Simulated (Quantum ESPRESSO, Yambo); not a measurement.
# AlN (P6_3mc): G0W0 in Yambo against the bands

Wanted: the cheapest bands that holds the gap of AlN (P6_3mc).

Method: PBE and many-body steps on it, plane waves, in Yambo 5.3.0.

The database entry behind the starting cell differs from later determinations by our own check (inner coordinate u about 0.002 short), so it need not match the best structure at ambient conditions.

## Step 1: Set-up

The structure is hexagonal, space group P6_3mc (No. 186). Conventional cell: a = 3.113 Å, b = 3.113 Å, c = 4.981 Å, α = 90.00°, β = 90.00°, γ = 120.00°. Nearest to Al lie 4 N at 1.89 Å. Nearest to N lie 4 Al at 1.89 Å. Farther neighbours and most contacts between anions are not listed.

As a file:

```
Al N
1.0
     3.11300    0.00000    0.00000
    -1.55650    2.69594    0.00000
     0.00000    0.00000    4.98100
Al N
2 2
Direct
  0.33333 0.66667 0.00000
  0.66667 0.33333 0.50000
  0.33333 0.66667 0.38000
  0.66667 0.33333 0.88000
```

The cell and positions come from the Crystallography Open Database and are kept as given unless a step says otherwise.

## Step 2: 36 bands

This step: Yambo 5.3.0; G0W0 on PBE, plane waves, norm-conserving pseudopotentials.

Now the one-shot GW correction: screening in the RPA, then the self-energy of the levels asked for.

gw1.in reads:

```
HF_and_locXC
gw0
dyson
ppa
em1d
rim_cut
RandQpts= 1000000
RandGvec= 1 RL
EXXRLvcs= 72 Ry
VXCRLvcs= 288 Ry
Chimod= "HARTREE"
% BndsRnXp
 1 | 36 |
%
NGsBlkXp= 15.5 Ry
% LongDrXp
 1 | 1 | 1 |
%
% GbndRnge
 1 | 36 |
%
DysSolver= "n"
ExtendOut
PPAPntXp= 27.21138 eV
% QPkrange
 1 | 1 | 7 | 10 |
%
```

On the command line:

```console
OMP_NUM_THREADS=1 mpirun -n 4 yambo -F gw1.in -J gw1 -C gw1 > gw1.log
```

The log of the run:

```text
 Yambo, version 5.3.0

 [02] CORE Variables Setup
 =========================

  [... cell, symmetries and grids as in the set-up ...]

  [02.05] Energies & Occupations
  ==============================

  [X] === General ===
  [X] Electronic Temperature                        :  0.000000  0.000000 [eV K]
  [X] Bosonic    Temperature                        :  0.000000  0.000000 [eV K]
  [X] Finite Temperature mode                       : no
  [X] El. density                                   :  0.38275E+24 [cm-3]
  [X] Fermi Level                                   :  7.106664 [eV]

  [X] === Gaps and Widths ===
  [X] Conduction Band Min                           :  4.220509 [eV]
  [X] Valence Band Max                              :  0.000000 [eV]
  [X] Filled Bands                                  :   8
  [X] Empty Bands                                   :     9   501
  [X] Direct Gap                                    :  4.220509 [eV]
  [X] Direct Gap localized at k                     :  1
  [X] Indirect Gap                                  :  4.220509 [eV]
  [X] Indirect Gap between kpts                     :  1  1
  [X] Last valence band width                       :  2.371270 [eV]
  [X] 1st conduction band width                     :  3.218767 [eV]

 [03] Transferred momenta grid and indexing
 ==========================================

 IBZ Q-points                                      :  10
 BZ  Q-points                                      :   36

 K/Q-points units:
 rlu = crystal or reduced units; cc = cartesian coordinates; iku = interal k-units

 Q [ 1]         [rlu]:  0.000000  0.000000  0.000000
 Q [ 2]         [rlu]:  0.000000  0.000000  0.250000
 Q [ 3]         [rlu]:  0.000000  0.000000 -0.500000
 Q [ 4]         [rlu]: -0.40821E-19  0.33333       0.0000
 Q [ 5]         [rlu]: -0.40821E-19  0.33333      0.25000
 Q [ 6]         [rlu]: -0.40821E-19  0.33333     -0.50000
 Q [ 7]         [rlu]:  0.333333  0.333333  0.000000
 Q [ 8]         [rlu]:  0.333333  0.333333  0.250000
 Q [ 9]         [rlu]:  0.333333  0.333333 -0.500000
 Q [10]         [rlu]:  0.40821E-19 -0.33333      0.25000

 [04] Coloumb potential Random Integration (RIM)
 ===============================================

  [04.01] RIM initialization
  ==========================

  * Diagonal components only detected *

  8 x (sBL volume)        :  0.195400 [a.u.]
  sBZ random points       :  1000000
  Points outside the sBZ  :   7994252
  RL volume               :  0.879301 [a.u.]
  Integrated volume       :  0.879933 [a.u.]

  [04.02] RIM integrals
  =====================

  Gamma point sphere radius             :  0.105259 [a.u.]
  Points outside the sphere             :   811608
  [Int_sBZ(q=0) 1/q^2]*(Vol_sBZ)^(-1/3) =:  7.236165
                                 should be <:  7.795600

  Summary of Coulomb integrals for non-metallic bands |Q|[au] RIM/Bare

  Q [1] 0.100000E-4 0.928237 * Q [2] 0.166880 0.646012
  Q [3] 0.333760 0.872534 * Q [4] 0.411102 1.143679
  Q [10] 0.443682 1.087027 * Q [5] 0.443682 1.086663
  Q [6] 0.529529 1.022105 * Q [7] 0.712050 1.044470
  Q [8] 0.731344 1.037865 * Q [9] 0.786391 1.024498

 [05] Dipoles
 ============

  [05.01] Setup: observables and procedures
  =========================================

  [WARNING] [x,Vnl] slows the Dipoles computation. To neglect it rename the ns.kb_pp file

 [06] Dynamic Dielectric Matrix (PPA)
 ====================================

 [WR./gw1//ndb.pp]---------------------------------------------------------------
  Brillouin Zone Q/K grids (IBZ/BZ)                :   10   36   10   36
  RL vectors                                       :   3777 [WF]
  Coulomb cutoff potential                         : none
  Electronic Temperature                           :  0.000000 [K]
  Bosonic    Temperature                           :  0.000000 [K]
  PPA    diel. fun.  energies                      : Perdew, Burke & Ernzerhof(X)+Perdew, Burke & Ernzerhof(C)
  wavefunctions                                    : Perdew, Burke & Ernzerhof(X)+Perdew, Burke & Ernzerhof(C)
  Global Gauge                                     : length
  X matrix size                                    :  313
  X band range                                     :    1   36
  X e/h energy range                               : -1.000000 -1.000000 [eV]
  X Time ordering                                  : R
  X Hxc Kernel                                     : HARTREE
  X Drude frequency                                :  0.000000  0.000000
  X poles                                          :  100.0000 [o/o]
  RL vectors in the sum                            :   3777
  [r,Vnl] included                                 : yes
  Field direction                                  :  0.577350E-5  0.577350E-5  0.577350E-5
  BZ energy Double Grid                            : no
  BZ energy DbGd points                            : 0
  BZ Q point size factor                           : -1.000000
  X Optical Averaged directions                    : none

 [07] Local Exchange-Correlation + Non-Local Fock
 ================================================

 [VXC] Plane waves :  23187
 [EXS] Plane waves :  2875

 QP @ state[ 1 ] K range:  1  1
 QP @ state[ 1 ] b range:   7  10

 [xc] Functional : Perdew, Burke & Ernzerhof(X)+Perdew, Burke & Ernzerhof(C)
 [xc] LIBXC used to calculate xc functional
  PP Number of Atomic Species                      :  2
  NLCC RL compoments                               :  23187
  PP Number of Atomic Species                      :  2
  NLCC RL compoments                               :  23187

 [xc] E_xc :  -6.931593 [Ha]
      E_xc :  -13.86319 [Ry]

  Local XC kind (lXC) : Perdew, Burke & Ernzerhof(X)+Perdew, Burke & Ernzerhof(C)
  Non-Local XC kind (nlXC) : Hartree-Fock

  Corrections @ K [1] :  [eV]
 <7|nlXC|7> = -21.12496 -0.14039E-16 <7|lXC|7> = -16.99289  0.37763E-15
 <8|nlXC|8> = -20.86447 -0.20802E-16 <8|lXC|8> = -17.08523  0.18882E-15
 <9|nlXC|9> = -7.867130 -0.16316E-17 <9|lXC|9> = -12.50474 -0.56645E-15
 <10|nlXC|10> = -5.604894  0.83243E-18 <10|lXC|10> = -10.79204  0.18882E-15

 [08] Dyson equation: Newton solver
 ==================================

  [08.01] G0W0 (W PPA)
  ====================

  [  GW  ] Bands range     :    1   36
  [GW/PPA] G damping       :  0.100000 [eV]

  QP @ state[ 1 ] K range:  1  1
  QP @ state[ 1 ] b range:   7  10

   Sc/G bands                                       :    1   36
   Sc/G damping                                     :  0.100000 ev
   Sc bands terminator                              : no
   Sx RL components                                 :  2875

   QP @ state[ 1 ] K range                          :  1  1
   QP @ state[ 1 ] b range                          :   7  10
   GF energies kind                                 : Perdew, Burke & Ernzerhof(X)+Perdew, Burke & Ernzerhof(C)
   GF WF`s kind                                     : Perdew, Burke & Ernzerhof(X)+Perdew, Burke & Ernzerhof(C)
   Xs energies kind                                 : Perdew, Burke & Ernzerhof(X)+Perdew, Burke & Ernzerhof(C)
   Xs WF`s kind                                     : Perdew, Burke & Ernzerhof(X)+Perdew, Burke & Ernzerhof(C)

 [11] Game Over & Game summary
```

Run time: 15 s. Hardware: 4 MPI ranks of Arm Neoverse V1, shared host; peak memory 1.2 GiB.

This step gave:

* G0W0 gap on the points computed: 5.435 eV
* starting gap on the mesh: 4.221 eV
* k of the valence top: 0, 0, 0
* k of the conduction bottom: 0, 0, 0
* least direct G0W0 gap on the computed points: 5.435 eV
* Z at the valence top: 0.7971
* Z at the conduction bottom: 0.8217

The gap on the mesh goes from 4.22 eV to 5.43 eV, a correction of +1.21 eV.

## Step 3: 69 bands

gw2.in reads:

```
HF_and_locXC
gw0
dyson
ppa
em1d
rim_cut
RandQpts= 1000000
RandGvec= 1 RL
EXXRLvcs= 72 Ry
VXCRLvcs= 288 Ry
Chimod= "HARTREE"
% BndsRnXp
 1 | 69 |
%
NGsBlkXp= 15.5 Ry
% LongDrXp
 1 | 1 | 1 |
%
% GbndRnge
 1 | 69 |
%
DysSolver= "n"
ExtendOut
PPAPntXp= 27.21138 eV
% QPkrange
 1 | 1 | 7 | 10 |
%
```

On the command line:

```console
OMP_NUM_THREADS=1 mpirun -n 4 yambo -F gw2.in -J gw2 -C gw2 > gw2.log
```

The log of the run:

```text
 Yambo, version 5.3.0

 [02] CORE Variables Setup
 =========================

  [... cell, symmetries and grids as in the set-up ...]

  [02.05] Energies & Occupations
  ==============================

  [X] === General ===
  [X] Electronic Temperature                        :  0.000000  0.000000 [eV K]
  [X] Bosonic    Temperature                        :  0.000000  0.000000 [eV K]
  [X] Finite Temperature mode                       : no
  [X] El. density                                   :  0.38275E+24 [cm-3]
  [X] Fermi Level                                   :  7.106664 [eV]

  [X] === Gaps and Widths ===
  [X] Conduction Band Min                           :  4.220509 [eV]
  [X] Valence Band Max                              :  0.000000 [eV]
  [X] Filled Bands                                  :   8
  [X] Empty Bands                                   :     9   501
  [X] Direct Gap                                    :  4.220509 [eV]
  [X] Direct Gap localized at k                     :  1
  [X] Indirect Gap                                  :  4.220509 [eV]
  [X] Indirect Gap between kpts                     :  1  1
  [X] Last valence band width                       :  2.371270 [eV]
  [X] 1st conduction band width                     :  3.218767 [eV]

 [03] Transferred momenta grid and indexing
 ==========================================

 IBZ Q-points                                      :  10
 BZ  Q-points                                      :   36

 K/Q-points units:
 rlu = crystal or reduced units; cc = cartesian coordinates; iku = interal k-units

 Q [ 1]         [rlu]:  0.000000  0.000000  0.000000
 Q [ 2]         [rlu]:  0.000000  0.000000  0.250000
 Q [ 3]         [rlu]:  0.000000  0.000000 -0.500000
[...]
================================================

 [VXC] Plane waves :  23187
 [EXS] Plane waves :  2875

 QP @ state[ 1 ] K range:  1  1
 QP @ state[ 1 ] b range:   7  10

 [xc] Functional : Perdew, Burke & Ernzerhof(X)+Perdew, Burke & Ernzerhof(C)
 [xc] LIBXC used to calculate xc functional
  PP Number of Atomic Species                      :  2
  NLCC RL compoments                               :  23187
  PP Number of Atomic Species                      :  2
  NLCC RL compoments                               :  23187

 [xc] E_xc :  -6.931593 [Ha]
      E_xc :  -13.86319 [Ry]

  Local XC kind (lXC) : Perdew, Burke & Ernzerhof(X)+Perdew, Burke & Ernzerhof(C)
  Non-Local XC kind (nlXC) : Hartree-Fock

  Corrections @ K [1] :  [eV]
 <7|nlXC|7> = -21.12496 -0.14039E-16 <7|lXC|7> = -16.99289  0.37763E-15
 <8|nlXC|8> = -20.86447 -0.20802E-16 <8|lXC|8> = -17.08523  0.18882E-15
 <9|nlXC|9> = -7.867130 -0.16316E-17 <9|lXC|9> = -12.50474 -0.56645E-15
 <10|nlXC|10> = -5.604894  0.83243E-18 <10|lXC|10> = -10.79204  0.18882E-15

 [08] Dyson equation: Newton solver
 ==================================

  [08.01] G0W0 (W PPA)
  ====================

  [  GW  ] Bands range     :    1   69
  [GW/PPA] G damping       :  0.100000 [eV]

  QP @ state[ 1 ] K range:  1  1
  QP @ state[ 1 ] b range:   7  10

   Sc/G bands                                       :    1   69
   Sc/G damping                                     :  0.100000 ev
   Sc bands terminator                              : no
   Sx RL components                                 :  2875

   QP @ state[ 1 ] K range                          :  1  1
   QP @ state[ 1 ] b range                          :   7  10
   GF energies kind                                 : Perdew, Burke & Ernzerhof(X)+Perdew, Burke & Ernzerhof(C)
   GF WF`s kind                                     : Perdew, Burke & Ernzerhof(X)+Perdew, Burke & Ernzerhof(C)
   Xs energies kind                                 : Perdew, Burke & Ernzerhof(X)+Perdew, Burke & Ernzerhof(C)
   Xs WF`s kind                                     : Perdew, Burke & Ernzerhof(X)+Perdew, Burke & Ernzerhof(C)

 [11] Game Over & Game summary
```

Elapsed: 28 s, on 4 MPI ranks; peak memory 1.2 GiB; 1.8 min of CPU time.

Numbers from this step:

* G0W0 gap on the points computed: 5.474 eV
* starting gap on the mesh: 4.221 eV
* k of the valence top: 0, 0, 0
* k of the conduction bottom: 0, 0, 0
* least direct G0W0 gap on the computed points: 5.474 eV
* Z at the valence top: 0.7951
* Z at the conduction bottom: 0.8202

Against the run before, the gap moves by +0.040 eV.

## Step 4: 132 bands

gw3.in reads:

```
HF_and_locXC
gw0
dyson
ppa
em1d
rim_cut
RandQpts= 1000000
RandGvec= 1 RL
EXXRLvcs= 72 Ry
VXCRLvcs= 288 Ry
Chimod= "HARTREE"
% BndsRnXp
 1 | 132 |
%
NGsBlkXp= 15.5 Ry
% LongDrXp
 1 | 1 | 1 |
%
% GbndRnge
 1 | 132 |
%
DysSolver= "n"
ExtendOut
PPAPntXp= 27.21138 eV
% QPkrange
 1 | 1 | 7 | 10 |
%
```

On the command line:

```console
OMP_NUM_THREADS=1 mpirun -n 4 yambo -F gw3.in -J gw3 -C gw3 > gw3.log
```

The log of the run:

```text
 Yambo, version 5.3.0

 [02] CORE Variables Setup
 =========================

  [... cell, symmetries and grids as in the set-up ...]

  [02.05] Energies & Occupations
  ==============================

  [X] === General ===
  [X] Electronic Temperature                        :  0.000000  0.000000 [eV K]
  [X] Bosonic    Temperature                        :  0.000000  0.000000 [eV K]
  [X] Finite Temperature mode                       : no
  [X] El. density                                   :  0.38275E+24 [cm-3]
[...]
Sx RL components                                 :  2875

   QP @ state[ 1 ] K range                          :  1  1
   QP @ state[ 1 ] b range                          :   7  10
   GF energies kind                                 : Perdew, Burke & Ernzerhof(X)+Perdew, Burke & Ernzerhof(C)
   GF WF`s kind                                     : Perdew, Burke & Ernzerhof(X)+Perdew, Burke & Ernzerhof(C)
   Xs energies kind                                 : Perdew, Burke & Ernzerhof(X)+Perdew, Burke & Ernzerhof(C)
   Xs WF`s kind                                     : Perdew, Burke & Ernzerhof(X)+Perdew, Burke & Ernzerhof(C)

 [11] Game Over & Game summary
```

The job ended after 52 s (4 MPI ranks; peak memory 1.4 GiB).

This step gave:

| Property | Result |
| --- | --- |
| G0W0 gap on the points computed | 5.558 eV |
| starting gap on the mesh | 4.221 eV |
| k of the valence top | 0, 0, 0 |
| k of the conduction bottom | 0, 0, 0 |
| least direct G0W0 gap on the computed points | 5.558 eV |

Against the run before, the gap moves by +0.083 eV.

(Continued in part 2 of 2.)

[Paths, hosts, dates, memory and timing lines, banners, echoed tables and standing remarks are left out of the program output.]

[Logs are printed without paths, hosts, clocks, repeated set-up lines and the standing remarks that a program may print on its own settings, such as how far it seeks lower states.]

[Runs of the session that timed out or met a known fault of the program may be left out.]

[Hosts, paths, dates, database ids (printed as entryN), source tags and the programs' standing remarks are cut or masked in the printed files.]
